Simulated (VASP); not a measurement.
Here is a VASP 6.6.1 calculation.

Contents of INCAR:

```
PREC     = Accurate       # precision mode
ENCUT    = 520            # plane-wave cutoff, eV
EDIFF    = 1E-7           # SCF threshold, eV
ISMEAR   = 1              # smearing method
SIGMA    = 0.2            # smearing width, eV
LREAL    = F              # projectors in reciprocal space
LASPH    = T              # aspherical terms in the spheres
NELM     = 60             # most SCF steps
ALGO     = Fast           # electronic algorithm
ISIF     = 2              # what is computed and relaxed
LWAVE    = F              # write WAVECAR
LCHARG   = F              # write CHGCAR
GGA      = PE             # functional
IBRION   = 2              # ionic algorithm
NSW      = 60             # ionic steps
EDIFFG   = -0.01          # ionic threshold
KPAR     = 8
```

The input KPOINTS:

```
regular mesh
0
Gamma
  17 10 1
```

File POSCAR:

```
W
1.0
    2.7574248856      0.0000000000      0.0000000000
    0.0000000000      4.5028559826      0.0000000000
    0.0000000000      0.0000000000     29.2984881252
W
12
Direct
    0.1666666667      0.2500000000      0.2559859051
    0.5000000000      0.7500000000      0.3003521042
    0.8333333333      0.2500000000      0.3447183032
    0.1666666667      0.7500000000      0.3890845023
    0.5000000000      0.2500000000      0.4334507014
    0.8333333333      0.7500000000      0.4778169005
    0.1666666667      0.2500000000      0.5221830995
    0.5000000000      0.7500000000      0.5665492986
    0.8333333333      0.2500000000      0.6109154977
    0.1666666667      0.7500000000      0.6552816968
    0.5000000000      0.2500000000      0.6996478958
    0.8333333333      0.7500000000      0.7440140949
```

Potentials or basis: VASP PAW PBE potentials, release 64 (W_sv).

Run with:

```sh
$ cat potpaw_PBE.64/W_sv/POTCAR > POTCAR
$ mpirun -np 8 vasp_std > vasp.out
```

Question: What does it give for the band gap on the k mesh?

Answer: None (metal or under the smearing width).

Question: Predict the energy gained by relaxing.

Answer: 39.1 meV/atom.

Final structure:
```
W
1.0
     2.75742    0.00000    0.00000
     0.00000    4.50286    0.00000
     0.00000    0.00000   29.29849
W
12
Direct
  0.13800 0.25000 0.26178
  0.49266 0.75000 0.29933
  0.84300 0.25000 0.34459
  0.17108 0.75000 0.38845
  0.50107 0.25000 0.43416
  0.82923 0.75000 0.47772
  0.17077 0.25000 0.52228
  0.49893 0.75000 0.56584
  0.82892 0.25000 0.61155
  0.15700 0.75000 0.65541
  0.50734 0.25000 0.70067
  0.86201 0.75000 0.73822
```

The run has no spin-orbit coupling, so splittings on W are missing.
